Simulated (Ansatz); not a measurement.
# Mg2O3: the cost of one run

Program: Ansatz 0.2.0. Level of theory: DFT PBE, scalar-relativistic, plane waves, PAW, unless a step names another level. These are calculated values, not measurements.

9 further runs of the same task are left out: 9 set aside as unsound or not needed. Runs told in other sessions of the task aren't counted.

### 1 What the formula suggests

Pauling electronegativities: Mg 1.31, O 3.44 (spread 2.13). No set of common oxidation states balances it. Tabulated atomic sizes suggest about 12 Å³/atom. 37 candidates were drawn, by swapping species into database cells of other compounds, at random by space group and Wyckoff sites, or by hand, as the table says:

| name | made from | space group no. | Wyckoff sites | atoms (primitive cell) | V (Å³/atom) |
| --- | --- | --- | --- | --- | --- |
| c01 | database cell of Cr3C2 | 63 | Mg 4c, 4b; O 4c, 8f | 10 | 9.9 |
| c02 | random | 7 | Mg 2a, 2a; O 2a, 2a, 2a | 10 | 15.0 |
| c03 | database cell of Cr2O3 | 167 | Mg 12c; O 18e | 10 | 11.4 |
| c04 | random | 101 | Mg 4d; O 2a, 4c | 10 | 13.0 |
| c05 | random | 119 | Mg 2c, 2b; O 2d, 4e | 5 | 12.0 |
| c06 | random | 71 | Mg 4j; O 4f, 2a | 5 | 12.2 |
| c07 | random | 139 | Mg 4d; O 2a, 4e | 5 | 12.0 |
| c08 | built by hand: Rocksalt-derived oxide-peroxide, flat O2 | 47 | Mg 1c, 1f; O 2p, 1a | 5 | 10.5 |
| c09 | random | 191 | Mg 2e; O 3f | 5 | 14.5 |
| c10 | database cell of Bi2Se3 | 166 | Mg 6c; O 3a, 6c | 5 | 11.8 |
| c11 | random | 166 | Mg 3a, 3b; O 9e | 5 | 12.2 |
| c12 | database cell of Ni3S2 | 155 | Mg 6c; O 9e | 5 | 10.7 |
| c13 | database cell of Er2Se3 | 115 | Mg 2g; O 2g, 1b | 5 | 11.3 |
| c14 | random | 71 | Mg 4h; O 4g, 2c | 5 | 12.2 |
| c15 | database cell of K2S3 | 36 | Mg 4a, 4a; O 8b, 4a | 10 | 11.6 |
| c16 | built by hand: A-type La2O3 | 164 | Mg 2d; O 2d, 1a | 5 | 11.7 |
| c17 | built by hand: Corundum | 167 | Mg 12c; O 18e | 10 | 11.7 |
| c18 | random | 139 | Mg 4c; O 4d, 2b | 5 | 12.4 |
| c19 | random | 113 | Mg 4e; O 4e, 2a | 10 | 12.6 |
| c20 | random | 48 | Mg 4l; O 4f, 2c | 10 | 12.2 |
| c21 | built by hand: Rocksalt-derived oxide-peroxide, axial O2 | 123 | Mg 1c, 1b; O 2h, 1a | 5 | 10.5 |
| c22 | random | 191 | Mg 3f, 1b; O 6i | 10 | 14.0 |
| c23 | random | 101 | Mg 4d; O 4d, 2b | 10 | 15.1 |
| c24 | database cell of Sm2O3 | 164 | Mg 2d; O 2d, 1a | 5 | 10.9 |
| c25 | random | 123 | Mg 2h; O 2g, 1d | 5 | 13.8 |
| c26 | database cell of Al3Ru2 | 139 | Mg 4e; O 2a, 4e | 5 | 11.2 |
| c27 | random | 123 | Mg 2f; O 1a, 1c, 1b | 5 | 12.1 |
| c28 | random | 38 | Mg 4d; O 4e, 2b | 5 | 13.4 |
| c29 | random | 162 | Mg 3f, 1a; O 6k | 10 | 13.2 |
| c30 | random | 183 | Mg 2b; O 2b, 1a | 5 | 13.7 |
| c31 | random | 191 | Mg 2d; O 2c, 1b | 5 | 12.6 |
| c32 | random | 12 | Mg 4g; O 4g, 2d | 5 | 14.0 |
| c33 | database cell of B2Mo3 | 127 | Mg 4g; O 2a, 4h | 10 | 10.0 |
| c34 | random | 115 | Mg 4j; O 4h, 1c, 1d | 10 | 14.7 |
| c35 | built by hand: Layered hexagonal oxide-peroxide | 164 | Mg 2d; O 2c, 1a | 5 | 10.5 |
| c36 | random | 225 | Mg 4b, 8c, 4a; O 24e | 10 | 13.8 |
| c37 | database cell of B2O3 | 36 | Mg 8b; O 4a, 8b | 10 | 10.7 |

### 2 Screening run of c01

Contents of input.yaml:

```yaml
crystal:
  lattice:
    - [1.46022345, -4.7709303, 0.0]
    - [1.46022345, 4.7709303, 0.0]
    - [0.0, 0.0, 7.10968725]
  atoms:
    - { symbol: Mg, position: [0.24416596, 0.75583404, 0.75] }
    - { symbol: Mg, position: [0.75583404, 0.24416596, 0.25] }
    - { symbol: Mg, position: [0.5, 0.5, 0.0] }
    - { symbol: Mg, position: [0.5, 0.5, 0.5] }
    - { symbol: O, position: [0.59916854, 0.40083146, 0.75] }
    - { symbol: O, position: [0.85687166, 0.14312834, 0.92950338] }
    - { symbol: O, position: [0.40083146, 0.59916854, 0.25] }
    - { symbol: O, position: [0.14312834, 0.85687166, 0.07049662] }
    - { symbol: O, position: [0.85687166, 0.14312834, 0.57049662] }
    - { symbol: O, position: [0.14312834, 0.85687166, 0.42950338] }
basis:
  ecutwfc: 420
kpoints:
  mp_grid: { grid: [6, 6, 3] }
hamiltonian:
  xc: pbe
scf:
  occupations: { method: gaussian, width: 0.2 }
  lower_state_search: "off"
output:
  forces: true
  stress: true
  eigenvalues: true
relax:
  adjacent_minimum: "off"
  f_tol: 0.08
  max_steps: 16
  cell: { stress_tol: 0.8 }
```

On the command line:

```bash
> ansatz run input.yaml --threads 1 --pin off --max-ram 2560MiB --backend cpu --events-out ev --progress --plain --runs-dir out
```

Q: Estimate wall time and peak memory on 1 thread of Intel Xeon 6975P-C (Granite Rapids), shared host.

About 36 s, with a peak of 0.49 GiB.
